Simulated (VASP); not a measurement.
# SnTe (Fm-3m) in VASP: further runs

The runs below take SnTe through single point, relaxation of cell and atoms, with r2SCAN, PBE, PBEsol, LDA.

All numbers are computed with VASP 6.6.1; they aren't measurements. Logs are shortened: lines on timing, memory, paths and dates and some standing lists are left out, and cuts for length are marked.

**Measured values to compare with.**

A printed reference work, textbook reports, for a bulk crystal of SnTe at 300 K: band gap 0.18 eV (direct).

The runs below are set against these values where they give the same quantity.

## Step 1: The cell of the first run

Symmetry: Fm-3m, No. 225, cubic system. Conventional cell: a = 6.379 Å, b = 6.379 Å, c = 6.379 Å, α = 90.00°, β = 90.00°, γ = 90.00°. Sn (site symmetry m-3m) has 6 Te at 3.19 Å within 4.2 Å. Within 4.2 Å of Te (site symmetry m-3m) lie 6 Sn at 3.19 Å.

## Step 2: Single point, r2SCAN

Input file POSCAR:

```
SnTe
1.0
    0.0000000000      3.1893545680      3.1893545680
    3.1893545680      0.0000000000      3.1893545680
    3.1893545680      3.1893545680      0.0000000000
Sn Te
1 1
Direct
    0.0000000000      0.0000000000      0.0000000000
    0.5000000000      0.5000000000      0.5000000000
```

Input file INCAR.step1:

```
PREC     = Accurate       # precision mode
ENCUT    = 520            # plane-wave cutoff, eV
ISMEAR   = -1             # smearing method
SIGMA    = 0.02           # smearing width, eV
LREAL    = F              # projectors in reciprocal space
LASPH    = T              # aspherical terms in the spheres
NELM     = 100            # most SCF steps
NBANDS   = 17             # bands
GGA      = PE             # functional
ALGO     = Normal         # electronic algorithm
EDIFF    = 1E-4           # SCF threshold, eV
LWAVE    = T              # write WAVECAR
LCHARG   = F              # write CHGCAR
```

Input file INCAR.step2:

```
PREC     = Accurate       # precision mode
ENCUT    = 520            # plane-wave cutoff, eV
EDIFF    = 1E-6           # SCF threshold, eV
ISMEAR   = -1             # smearing method
SIGMA    = 0.02           # smearing width, eV
LREAL    = F              # projectors in reciprocal space
LASPH    = T              # aspherical terms in the spheres
NELM     = 100            # most SCF steps
ALGO     = Normal         # electronic algorithm
ISIF     = 2              # what is computed and relaxed
LWAVE    = F              # write WAVECAR
LCHARG   = F              # write CHGCAR
METAGGA  = R2SCAN         # meta-GGA
LMIXTAU  = T            
NBANDS   = 17             # bands
ISTART   = 1
```

Input file KPOINTS:

```
regular mesh
0
Gamma
  8 8 8
```

Potentials or basis: VASP PAW PBE potentials, release 64 (Sn_d, Te).

Run with:

```
> cat potpaw_PBE.64/Sn_d/POTCAR potpaw_PBE.64/Te/POTCAR > POTCAR
> cp INCAR.step1 INCAR
> mpirun -np 1 vasp_std > vasp.out
> cp INCAR.step2 INCAR
> mpirun -np 1 vasp_std > vasp.out
```

OUTCAR:

```text
PREC = Accurate
   ENCUT = 520
   EDIFF = 1E-6
   ISMEAR = -1
   LREAL = F
   LASPH = T
   NELM = 100
   ISIF = 2
   METAGGA = R2SCAN
   ISTART = 1

 ion  position               nearest neighbor table
   1  0.000  0.000  0.000-   2 3.19   2 3.19   2 3.19   2 3.19   2 3.19   2 3.19
   2  0.500  0.500  0.500-   1 3.19   1 3.19   1 3.19   1 3.19   1 3.19   1 3.19

  LATTYP: Found a face centered cubic cell.
 ALAT       =     6.3787091360

  Lattice vectors:

 A1 = (   0.0000000000,   3.1893545680,   3.1893545680)
 A2 = (   3.1893545680,   0.0000000000,   3.1893545680)
 A3 = (   3.1893545680,   3.1893545680,   0.0000000000)

Analysis of symmetry for initial positions (statically):
=====================================================================
 Subroutine PRICEL returns:
 Original cell was already a primitive cell.

 Routine SETGRP: Setting up the symmetry group for a
 face centered cubic supercell.

 Subroutine GETGRP returns: Found 48 space group operations
 (whereof 48 operations were pure point group operations)
 out of a pool of 48 trial point group operations.

The static configuration has the point symmetry O_h .

Analysis of symmetry for dynamics (positions and initial velocities):
=====================================================================
 Subroutine PRICEL returns:
 Original cell was already a primitive cell.

 Routine SETGRP: Setting up the symmetry group for a
 face centered cubic supercell.

 Subroutine GETGRP returns: Found 48 space group operations
 (whereof 48 operations were pure point group operations)
 out of a pool of 48 trial point group operations.

The dynamic configuration has the point symmetry O_h .

 Subroutine INISYM returns: Found 48 space group operations
 (whereof 48 operations are pure point group operations),
 and found     1 'primitive' translations

----------------------------------------------------------------------------------------

                                     Primitive cell

  volume of cell :      64.8841

  direct lattice vectors                    reciprocal lattice vectors
     0.000000000  3.189354568  3.189354568    -0.156771531  0.156771531  0.156771531
     3.189354568  0.000000000  3.189354568     0.156771531 -0.156771531  0.156771531
     3.189354568  3.189354568  0.000000000     0.156771531  0.156771531 -0.156771531

  length of vectors
     4.510428485  4.510428485  4.510428485     0.271536258  0.271536258  0.271536258

  position of ions in fractional coordinates (direct lattice)
     0.000000000  0.000000000  0.000000000
     0.500000000  0.500000000  0.500000000

  ion indices of the primitive-cell ions
   primitive index   ion index
                 1           1
                 2           2

----------------------------------------------------------------------------------------

 KPOINTS: regular mesh

Automatic generation of k-mesh.
 Grid dimensions read from file:
 generate k-points for:    8    8    8

 Generating k-lattice:

  Cartesian coordinates                     Fractional coordinates (reciprocal lattice)
    -0.019596441  0.019596441  0.019596441     0.125000000  0.000000000  0.000000000
     0.019596441 -0.019596441  0.019596441     0.000000000  0.125000000  0.000000000
     0.019596441  0.019596441 -0.019596441     0.000000000  0.000000000  0.125000000

  Length of vectors
     0.033942032  0.033942032  0.033942032

  Shift w.r.t. Gamma in fractional coordinates (k-lattice)
     0.000000000  0.000000000  0.000000000

 Subroutine IBZKPT returns following result:
 ===========================================

 Found     29 irreducible k-points:

 Following reciprocal coordinates:
            Coordinates               Weight
  0.000000  0.000000  0.000000      1.000000
  0.125000  0.000000  0.000000      8.000000
  0.250000  0.000000  0.000000      8.000000
  0.375000  0.000000  0.000000      8.000000
  0.500000  0.000000  0.000000      4.000000
  0.125000  0.125000  0.000000      6.000000
[... 16 lines left out ...]
  0.500000  0.250000  0.125000     48.000000
 -0.375000  0.250000  0.125000     24.000000
 [... further k-points ...]
   k-points           NKPTS =     29   k-points in BZ     NKDIM =     29   number of bands    NBANDS=     17
   number of dos      NEDOS =    301   number of ions     NIONS =      2
   total plane-waves  NPLWV =  46656
   dimension x,y,z NGX =    36 NGY =   36 NGZ =   36
   dimension x,y,z NGXF=    72 NGYF=   72 NGZF=   72
   ions per type =               1   1
   NGX,Y,Z   is equivalent  to a cutoff of  13.27, 13.27, 13.27 a.u.
   NGXF,Y,Z  is equivalent  to a cutoff of  26.54, 26.54, 26.54 a.u.
 SYSTEM =  unknown system
   PREC   = accura    normal or accurate (medium, high low for compatibility)
   ISTART =      1    job   : 0-new  1-cont  2-samecut
   ICHARG =      0    charge: 1-file 2-atom 10-const
   ISPIN  =      1    spin polarized calculation?
   LNONCOLLINEAR =      F non collinear calculations
   LSORBIT =      F    spin-orbit coupling
   LASPH  =      T    aspherical Exc in radial PAW
   ENCUT  =  520.0 eV  38.22 Ry    6.18 a.u.   8.39  8.39  8.39*2*pi/ulx,y,z
   NELM   =    100;   NELMIN=  2; NELMDL=  0     # of ELM steps
   EDIFF  = 0.1E-05   stopping-criterion for ELM
   LREAL  =      F    real-space projection
[... 7 lines left out ...]
   TEBEG  =    0.0;   TEEND  =   0.0 temperature during run
   PSTRESS=    0.0 pullay stress
   NELECT =      20.0000    total number of electrons
   NUPDOWN=      -1.0000    fix difference up-down
   EMIN   =  10.00;   EMAX   =-10.00  energy-range for DOS
   EFERMI =   0.00;   METHOD = LEGACY
   ISMEAR =    -1;   SIGMA  =   0.02  broadening in eV -4-tet -1-fermi 0-gaus
   EFERMI_NEDOS =   21; number of points for ismear=-14 and -15
   IALGO  =     38    algorithm
   IMIX   =      4    mixing-type and parameters
     AMIX     =   0.40;   BMIX     =  1.00
     AMIX_MAG =   1.60;   BMIX_MAG =  1.00
  volume/ion in A,a.u.               =      32.44       218.93
  Fermi-wavevector in a.u.,A,eV,Ry     =   1.105873  2.089797 16.639322  1.222956
  Thomas-Fermi vector in A             =   2.242366
   LORBIT       =      0    0 simple, 1 ext, 2 COOP (PROOUT), +10 PAW based schemes
   METAGGA = R2SCAN    functional components
   LHFCALC =     F    Hartree Fock is set to
   AEXX    =    0.0000 exact exchange contribution
   IVDW    =     0    specifies the selected vdW correction
   LEPSILON=     F    determine dielectric tensor
   LRPA    =     F    only Hartree local field effects (RPA)
 non-spin polarized calculation
  energy-cutoff  :      520.00
  volume of cell :       64.88
 maximum number of plane-waves:      1807
 NGX is ok and might be reduce to    36
   NGX = 17   NGY = 17   NGZ = 17

 number of electron      20.0000002 magnetization

 Free energy of the ion-electron system (eV)
  ---------------------------------------------------
  ext. energy  EPLUGINS =         0.00000000
  ---------------------------------------------------
  free energy    TOTEN  =       -50.68625655 eV

  energy without entropy =      -50.68617924  energy(sigma->0) =      -50.68621789

 E-fermi :   6.6291     XC(G=0):  -9.8923

 val. band max:        6.5572804770   @ k =   0.5000   0.0000   0.0000
 cond. band min:       6.7008693253   @ k =   0.5000   0.0000   0.0000
 fundamental gap:      0.1435888483
 Fermi energy:         6.6290738943

 k-point     1 :       0.0000    0.0000    0.0000
  band No.  band energies     occupation
      1     -16.1855      2.00000
      2     -16.1855      2.00000
      3     -16.1770      2.00000
      4     -16.1770      2.00000
      5     -16.1770      2.00000
      6      -6.6567      2.00000
[... 9 lines left out ...]
     16      11.5993      0.00000
     17      13.5858      0.00000

 k-point     2 :       0.1250    0.0000    0.0000
  band No.  band energies     occupation
      1     -16.1860      2.00000
      2     -16.1860      2.00000
      3     -16.1767      2.00000
      4     -16.1762      2.00000
      5     -16.1762      2.00000
      6      -6.5250      2.00000
[... 9 lines left out ...]
     16      11.9209      0.00000
     17      14.5653      0.00000

 k-point     3 :       0.2500    0.0000    0.0000
  band No.  band energies     occupation
      1     -16.1877      2.00000
      2     -16.1877      2.00000
      3     -16.1762      2.00000
      4     -16.1741      2.00000
      5     -16.1741      2.00000
      6      -6.1556      2.00000
[... 9 lines left out ...]
     16      12.8175      0.00000
     17      16.6072      0.00000

 k-point     4 :       0.3750    0.0000    0.0000
  band No.  band energies     occupation
      1     -16.1895      2.00000
      2     -16.1895      2.00000
      3     -16.1757      2.00000
      4     -16.1719      2.00000
      5     -16.1719      2.00000
      6      -5.6634      2.00000
[... 9 lines left out ...]
     16      14.2125      0.00000
     17      17.1418      0.00000

 k-point     5 :       0.5000    0.0000    0.0000
  band No.  band energies     occupation
      1     -16.1903      2.00000
      2     -16.1902      2.00000
      3     -16.1754      2.00000
      4     -16.1709      2.00000
      5     -16.1709      2.00000
      6      -5.3883      2.00000
[... 9 lines left out ...]
     16      15.6908      0.00000
     17      15.6908      0.00000

 k-point     6 :       0.1250    0.1250    0.0000
  band No.  band energies     occupation
      1     -16.1875      2.00000
      2     -16.1848      2.00000
      3     -16.1775      2.00000
      4     -16.1756      2.00000
      5     -16.1756      2.00000
      6      -6.4816      2.00000
[... 9 lines left out ...]
     16      12.4481      0.00000
     17      13.7693      0.00000
[... 281 lines left out ...]
 k-point    21 :       0.5000    0.5000    0.0000
  band No.  band energies     occupation
      1     -16.2022      2.00000
      2     -16.1812      2.00000
      3     -16.1802      2.00000
      4     -16.1673      2.00000
      5     -16.1673      2.00000
      6      -5.0942      2.00000
[... 9 lines left out ...]
     16      17.4857      0.00000
     17      17.9714      0.00000

 k-point    22 :       0.3750    0.2500    0.1250
  band No.  band energies     occupation
      1     -16.1921      2.00000
      2     -16.1854      2.00000
      3     -16.1771      2.00000
      4     -16.1724      2.00000
      5     -16.1720      2.00000
      6      -5.8582      2.00000
[... 9 lines left out ...]
     16      14.9001      0.00000
     17      15.1538      0.00000

 k-point    23 :       0.5000    0.2500    0.1250
  band No.  band energies     occupation
      1     -16.1933      2.00000
      2     -16.1870      2.00000
      3     -16.1757      2.00000
      4     -16.1718      2.00000
      5     -16.1705      2.00000
      6      -5.4324      2.00000
[... 9 lines left out ...]
     16      15.1209      0.00000
     17      16.4705      0.00000

 k-point    24 :      -0.3750    0.2500    0.1250
  band No.  band energies     occupation
      1     -16.1936      2.00000
      2     -16.1879      2.00000
      3     -16.1743      2.00000
      4     -16.1725      2.00000
      5     -16.1697      2.00000
      6      -5.2090      2.00000
[... 9 lines left out ...]
     16      16.2464      0.00000
     17      16.4906      0.00000

 [... further k-points ...]
[... 5 lines left out ...]
  --------------------------------------------------------------------------------------
  -------------------------------------------------------------------------------------
  Total       -0.0359002     -0.0359002     -0.0359002      0.0000000      0.0000000      0.0000000
  in kB       -0.8864795     -0.8864795     -0.8864795      0.0000000      0.0000000      0.0000000
  external PRESSURE =      -0.8864795 kB  Pullay stress =       0.0000000 kB

 VOLUME and BASIS-vectors are now :
 -----------------------------------------------------------------------------
  energy-cutoff  :      520.00
  volume of cell :       64.88
      direct lattice vectors                 reciprocal lattice vectors
     0.000000000  3.189354568  3.189354568    -0.156771531  0.156771531  0.156771531
     3.189354568  0.000000000  3.189354568     0.156771531 -0.156771531  0.156771531
     3.189354568  3.189354568  0.000000000     0.156771531  0.156771531 -0.156771531

 POSITION                                       TOTAL-FORCE (eV/Angst)
 -----------------------------------------------------------------------------------
      0.00000      0.00000      0.00000         0.000000     -0.000000      0.000000
      3.18935      3.18935      3.18935        -0.000000      0.000000     -0.000000
 -----------------------------------------------------------------------------------
    total drift:                               -0.000000      0.000000      0.000000

  FREE ENERGIE OF THE ION-ELECTRON SYSTEM (eV)
  ---------------------------------------------------
  free  energy   TOTEN  =       -50.6862565463 eV

  energy  without entropy=      -50.6861792421  energy(sigma->0) =      -50.68621789
```

It took 2.7 min on 1 thread of Intel Xeon 8259CL, shared host; peak memory 0.23 GiB.

What came out:

```yaml
Free_energy: -50.6863 eV
Pressure: -0.1 GPa
Band_gap_on_the_k_mesh: 0.14 eV
```

Caveat: semilocal functionals underestimate gaps, and a narrow one can read as zero; the PAW data sets were made with another functional, which shifts forces and pressure a little; spin-orbit coupling is left out, which moves the levels of the heavy elements.

## Step 3: Relaxation of cell and atoms, PBE

This run uses another cell than the first one, of 31.28 Å³/atom.

Input file INCAR:

```
SYSTEM = SnTe
ALGO = Normal
EDIFF = 1E-7
EDIFFG = -0.005
ENCUT = 600
GGA = PE
IBRION = 2
ISIF = 3
ISMEAR = -1
LASPH = .True.
LCHARG = .False.
LREAL = .False.
LWAVE = .False.
NELM = 100
NSW = 80
PREC = Accurate
SIGMA = 0.02
```

Input file KPOINTS:

```
k-points
0
Gamma
  6 6 6
  0 0 0
```

Input file POSCAR:

```
SnTe
1.0
    0.0000000000      3.1508500000      3.1508500000
    3.1508500000      0.0000000000      3.1508500000
    3.1508500000      3.1508500000      0.0000000000
Sn Te
1 1
Direct
    0.0000000000      0.0000000000      0.0000000000
    0.5000000000      0.5000000000      0.5000000000
```

Potentials or basis: VASP PAW PBE potentials, release 64 (Sn_d, Te).

Run with:

```
> cat potpaw_PBE.64/Sn_d/POTCAR potpaw_PBE.64/Te/POTCAR > POTCAR
> mpirun -np 1 vasp_std > vasp.out
```

Run time: 98 s. Hardware: 1 thread of Intel Xeon 8259CL, shared host; peak memory 0.22 GiB.

Results (log left out):

```yaml
Free_energy: -7.5646 eV
Relaxed_volume: 32.94 Å³/atom
Relaxed_cell: a = 4.533 Å, b = 4.533 Å, c = 4.533 Å, α = 60.00°, β = 60.00°, γ = 60.00°
Space_group_after_relaxing_to_0.1_Å: Fm-3m (No. 225)
Energy_gained_by_relaxing: 11.0 meV/atom
Ionic_steps: 3
Pressure_after_relaxing: 0.0 GPa
Band_gap_on_the_k_mesh: 0.05 eV
```

Step by step:
| step | energy change (eV) | largest force (eV/Å) | pressure (GPa) | volume (Å³) |
| --- | --- | --- | --- | --- |
| 1 | 0.0000 | 0.0000 | 2.24 | 62.56 |
| 2 | -0.0211 | 0.0000 | -0.40 | 66.60 |
| 3 | -0.0220 | 0.0000 | 0.01 | 65.87 |

Final structure:
```cif
data_structure
_symmetry_space_group_name_H-M 'P 1'
_symmetry_Int_Tables_number 1
_cell_length_a 4.5332
_cell_length_b 4.5332
_cell_length_c 4.5332
_cell_angle_alpha 60.000
_cell_angle_beta 60.000
_cell_angle_gamma 60.000
_cell_volume 65.87
loop_
_atom_site_label
_atom_site_type_symbol
_atom_site_fract_x
_atom_site_fract_y
_atom_site_fract_z
_atom_site_occupancy
Sn1 Sn 0.00000 0.00000 0.00000 1
Te1 Te 0.50000 0.50000 0.50000 1
```

Levels at points of the mesh, in eV from the valence-band top:
```csv
k point,band 7,band 8,band 9,band 10,band 11,band 12,band 13,band 14
"(0.00, 0.00, 0.00)",-4.87,-2.00,-2.00,-2.00,3.25,3.25,3.25,4.85
"(0.50, 0.00, 0.00)",-8.06,-1.67,-1.67,0.00,0.05,0.45,0.45,7.67
"(0.50, 0.50, 0.00)",-6.43,-5.21,-3.49,-3.49,2.38,4.68,4.68,6.02
```

Caveat: semilocal functionals underestimate gaps, and a narrow one can read as zero; spin-orbit coupling is left out, which moves the levels of the heavy elements. A k mesh can miss the band edges.

## Step 4: Relaxation of cell and atoms, PBEsol

This run uses another cell than the first one, of 32.99 Å³/atom.

Input file INCAR:

```
PREC     = Accurate       # precision mode
ENCUT    = 600            # plane-wave cutoff, eV
EDIFF    = 1E-7           # SCF threshold, eV
ISMEAR   = -1             # smearing method
SIGMA    = 0.02           # smearing width, eV
LREAL    = F              # projectors in reciprocal space
LASPH    = T              # aspherical terms in the spheres
NELM     = 100            # most SCF steps
ALGO     = Normal         # electronic algorithm
ISIF     = 3              # what is computed and relaxed
LWAVE    = F              # write WAVECAR
LCHARG   = F              # write CHGCAR
GGA      = PS             # functional
IBRION   = 2              # ionic algorithm
NSW      = 80             # ionic steps
EDIFFG   = -0.005         # ionic threshold
```

Input file KPOINTS:

```
regular mesh
0
Gamma
  6 6 6
```

Input file POSCAR:

```
SnTe
1.0
    0.0000000000      3.2071857558      3.2071857558
    3.2071857558      0.0000000000      3.2071857558
    3.2071857558      3.2071857558      0.0000000000
Sn Te
1 1
Direct
    0.0000000000      0.0000000000      0.0000000000
    0.5000000000      0.5000000000      0.5000000000
```

Run with:

```
> cat potpaw_PBE.64/Sn_d/POTCAR potpaw_PBE.64/Te/POTCAR > POTCAR
> mpirun -np 1 vasp_std > vasp.out
```

Wall time 92 s (1 thread of Intel Xeon 8259CL, shared host); peak memory 0.22 GiB.

Results (log left out):

* Free energy: -8.3415 eV
* Relaxed volume: 31.06 Å³/atom
* Relaxed cell: a = 4.445 Å, b = 4.445 Å, c = 4.445 Å, α = 60.00°, β = 60.00°, γ = 60.00°
* Space group after relaxing (to 0.1 Å): Fm-3m (No. 225)
* Energy gained by relaxing: 15.7 meV/atom
* Ionic steps: 3
* Pressure after relaxing: 0.0 GPa
* Band gap on the k mesh: 0.16 eV

The path:
| step | energy change (eV) | largest force (eV/Å) | pressure (GPa) | volume (Å³) |
| --- | --- | --- | --- | --- |
| 1 | 0.0000 | 0.0000 | -2.43 | 65.98 |
| 2 | -0.0298 | 0.0000 | 0.67 | 61.31 |
| 3 | -0.0315 | 0.0000 | 0.02 | 62.12 |

Final structure:
```
Sn Te
1.0
     0.00000    3.14342    3.14342
     3.14342    0.00000    3.14342
     3.14342    3.14342    0.00000
Sn Te
1 1
Cartesian
  0.0000 0.0000 0.0000
  3.1434 3.1434 3.1434
```

Levels at points of the mesh, in eV from the valence-band top:
```csv
k point,band 8,band 9,band 10,band 11,band 12,band 13
"(0.00, 0.00, 0.00)",-2.09,-2.09,-2.09,3.40,3.40,3.40
"(0.50, 0.00, 0.00)",-1.75,-1.75,0.00,0.16,0.39,0.39
"(0.50, 0.50, 0.00)",-5.60,-3.72,-3.72,2.13,5.00,5.00
```

Caveat: semilocal functionals underestimate gaps, and a narrow one can read as zero; the PAW data sets were made with another functional, which shifts forces and pressure a little; spin-orbit coupling is left out, which moves the levels of the heavy elements.

[end of part 1 of 2]
